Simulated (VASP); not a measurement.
Write the native input for VASP 6.6.1 that does the following.

```
Task                   : band structure
Functional             : SCAN
Potentials or basis    : VASP PAW PBE potentials, release 64 (As, B)
Cutoff                 : 520 eV
k mesh                 : 7 × 7 × 7
Occupations            : fermi-dirac, width 0.05 eV
Spin                   : spin-orbit coupling, no magnetisation
Further INCAR settings : ALGO = Normal; EDIFF = 1e-07; NBANDS = 20
```

The structure of BAs lies in POSCAR:

```
BAs
1.0
    0.0000000000      2.3885000000      2.3885000000
    2.3885000000      0.0000000000      2.3885000000
    2.3885000000      2.3885000000      0.0000000000
As B
1 1
Direct
    0.7500000000      0.7500000000      0.7500000000
    0.0000000000      0.0000000000      0.0000000000
```

These files were run (other wordings do the same):

INCAR

```
PREC = Accurate
ENCUT = 520
EDIFF = 1E-7
ISMEAR = -1
SIGMA = 0.05
LREAL = F
LASPH = T
NELM = 80
ALGO = Normal
ISIF = 2
LWAVE = F
LCHARG = F
MAGMOM = 0 0 0 0 0 0
LORBIT = 11
LSORBIT = T
GGA_COMPAT = F
METAGGA = SCAN
LMIXTAU = T
NBANDS = 20
```

KPOINTS

```
Automatic mesh
0
Gamma
  7 7 7
```

KPOINTS_OPT

```
path GXWKGLUWLK,UX
10
line-mode
reciprocal
 0.0000000000  0.0000000000  0.0000000000  G
 0.5000000000  0.0000000000  0.5000000000  X

 0.5000000000  0.0000000000  0.5000000000  X
 0.5000000000  0.2500000000  0.7500000000  W

 0.5000000000  0.2500000000  0.7500000000  W
 0.3750000000  0.3750000000  0.7500000000  K

 0.3750000000  0.3750000000  0.7500000000  K
 0.0000000000  0.0000000000  0.0000000000  G

 0.0000000000  0.0000000000  0.0000000000  G
 0.5000000000  0.5000000000  0.5000000000  L

 0.5000000000  0.5000000000  0.5000000000  L
 0.6250000000  0.2500000000  0.6250000000  U

 0.6250000000  0.2500000000  0.6250000000  U
 0.5000000000  0.2500000000  0.7500000000  W

 0.5000000000  0.2500000000  0.7500000000  W
 0.5000000000  0.5000000000  0.5000000000  L

 0.5000000000  0.5000000000  0.5000000000  L
 0.3750000000  0.3750000000  0.7500000000  K

 0.6250000000  0.2500000000  0.6250000000  U
 0.5000000000  0.0000000000  0.5000000000  X
```

Potentials or basis: VASP PAW PBE potentials, release 64 (As, B).

Run with:

```console
$ cat potpaw_PBE.64/As/POTCAR potpaw_PBE.64/B/POTCAR > POTCAR
$ mpirun -np 1 vasp_ncl > vasp.out
```

Results of the run:

```json
{"Pressure": "0.2 GPa", "Valence electrons inside the program's atomic spheres": "As 2.95; B 1.83"}
```

Caveat: the PAW data sets were made with another functional, which shifts forces and pressure a little.

Wall time 7.2 min on 1 thread of AMD EPYC 9R45 (Zen 5) (shared host), peak memory 0.27 GiB.
